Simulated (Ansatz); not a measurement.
# Ge8Se: the cost of one run

Method: DFT PBEsol, scalar-relativistic, plane waves, PAW, in Ansatz 0.2.0.

3 further runs of the same task are left out: 1 that didn't finish, 2 set aside as unsound or not needed.

## 1. The structure to begin with

The structure is orthorhombic, space group Pma2 (No. 28). The conventional cell has a = 4.013 Å, b = 5.676 Å, c = 23.020 Å, α = 90.00°, β = 90.00°, γ = 90.00°. Around Ge (site symmetry m) lie 3 Ge at 2.46 Å. Ge (site symmetry m) is surrounded by 4 Ge at 2.46 to 2.50 Å. Around Ge (site symmetry m) lie 4 Ge at 2.45 to 2.50 Å. Around Ge (site symmetry m) lie 3 Ge at 2.44 to 2.45 Å.

As a file:

```cif
data_structure
_symmetry_space_group_name_H-M 'P 1'
_symmetry_Int_Tables_number 1
_cell_length_a 4.0134
_cell_length_b 5.6758
_cell_length_c 23.0201
_cell_angle_alpha 90.000
_cell_angle_beta 90.000
_cell_angle_gamma 90.000
_cell_volume 524.37
loop_
_atom_site_label
_atom_site_type_symbol
_atom_site_fract_x
_atom_site_fract_y
_atom_site_fract_z
_atom_site_occupancy
Ge1 Ge 0.50000 0.00000 0.36924 1
Ge2 Ge 0.00000 0.25000 0.36924 1
Ge3 Ge 0.00000 0.50000 0.45641 1
Ge4 Ge 0.50000 0.75000 0.45641 1
Ge5 Ge 0.50000 0.99882 0.54612 1
Ge6 Ge 0.00000 0.25118 0.54612 1
Ge7 Ge 0.00000 0.50279 0.63248 1
Ge8 Ge 0.50000 0.74721 0.63248 1
```

Planes are indexed in the bulk's conventional cell (Fd-3m (No. 227)), a = 5.676 Å, b = 5.676 Å, c = 5.676 Å, α = 90.00°, β = 90.00°, γ = 90.00°.

This (110) slab, 6.0 Å thick as cut, with 17 Å of vacuum; its outer planes are Ge (top) and Ge (bottom), was relaxed beforehand with its lower half held: -34024.2593 eV, work function 4.66 eV (top face), 4.69 eV (bottom face).

## 2. Se put at a top (Ge) site

Contents of input.yaml:

```yaml
crystal:
  lattice:
    - [4.013369413, 0.0, 0.0]
    - [0.0, 5.6757614546, 0.0]
    - [0.0, 0.0, 25.0200541195]
  atoms:
    - { symbol: Ge, position: [0.5, 0.0, 0.3397274826] }
    - { symbol: Ge, position: [0.0, 0.25, 0.3397274826] }
    - { symbol: Ge, position: [0.0, 0.5, 0.4199305348] }
    - { symbol: Ge, position: [0.5, 0.75, 0.4199305348] }
    - { symbol: Ge, position: [0.5, -0.0011780454, 0.502461039] }
    - { symbol: Ge, position: [0.0, 0.2511780454, 0.502461039] }
    - { symbol: Ge, position: [0.0, 0.5027853517, 0.5819181561] }
    - { symbol: Ge, position: [0.5, 0.7472146483, 0.5819181561] }
    - { symbol: Se, position: [0.0, 0.5027853517, 0.67784121] }
basis:
  ecutwfc: 420
kpoints:
  mp_grid: { grid: [7, 5, 1] }
hamiltonian:
  xc: pbesol
scf:
  occupations: { method: gaussian, width: 0.1 }
output:
  forces: true
  eigenvalues: true
  write_density: true
  write_potential: true
  elf: true
  volumetric_format: npy
relax:
  adjacent_minimum: "off"
  f_tol: 0.03
  max_steps: 70
  constraints: [{ sites: [0, 1, 2, 3] }]
efield:
  axis: 3
  dipole_correction: true
  ramp_width: 0.04
```

Command:

```
ansatz run input.yaml --threads 2 --pin off --max-ram 5120MiB --backend cpu --events-out ev --progress --plain --runs-dir out
```

What time and memory should one allow on 2 threads of Intel Xeon 6975P-C (Granite Rapids), shared host?

About 4.4 min, with a peak of 1.1 GiB.
